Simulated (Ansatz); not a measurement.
Runs of Ansatz 0.2.0 on Ge. Symmetry: Cmmm, No. 65, orthorhombic system. Conventional cell: a = 2.794 Å, b = 5.201 Å, c = 2.698 Å, α = 90.00°, β = 90.00°, γ = 90.00°. Ge (site symmetry mmm) is surrounded by 8 Ge at 2.70 to 2.95 Å. This isn't the form of Ge at room conditions, which is diamond.

```tsv
task	level	spin	cell	k mesh	cutoff (eV)	points for each segment of the path	gap on the mesh (eV)	pressure (GPa)	relaxed volume (Å³/atom)
band structure	BLYP	off	as given	11 × 11 × 10	420	14	none	5.4	-
relaxation of cell and atoms	revPBE	off	relaxed	11 × 11 × 10	420	-	none	0.0	19.75
relaxation of cell and atoms	BLYP	off	relaxed	11 × 11 × 10	420	-	none	0.0	21.45
band structure	PBEsol	SOC, no magnetisation	as given	8 × 8 × 7	420	14	none	-4.1	-
band structure	revPBE	off	as given	11 × 11 × 10	420	14	none	(a)	-
band structure	RPBE	off	as given	11 × 11 × 10	420	14	none	1.0	-
relaxation of cell and atoms	RPBE	off	relaxed	11 × 11 × 10	420	-	none	0.0	(b)
band structure	r2SCAN	SOC, no magnetisation	as given	8 × 8 × 7	500	14	none	-3.0	-
band structure	r2SCAN	off	as given	11 × 11 × 10	500	14	none	-3.0	-
```

Alike in all rows: potentials or basis Ansatz PAW; smearing fermi-dirac 0.05 eV.

**Question.** Fill in the values left out.

**Answer.** (a) 0.6; (b) 19.89.

Caveats: the PAW data sets come from PBE, with cores solved anew for the run's functional, which leaves a small shift of forces and pressure; the plane-wave basis is chosen anew once the cell has moved, so the energies of steps on either side of that aren't comparable (some runs).

A k mesh can miss the band edges, and rows without SOC leave out spin-orbit coupling on Ge.

A gap of «none» marks a metal or a gap under the smearing width.

Runs at the PBE level aren't shown here.
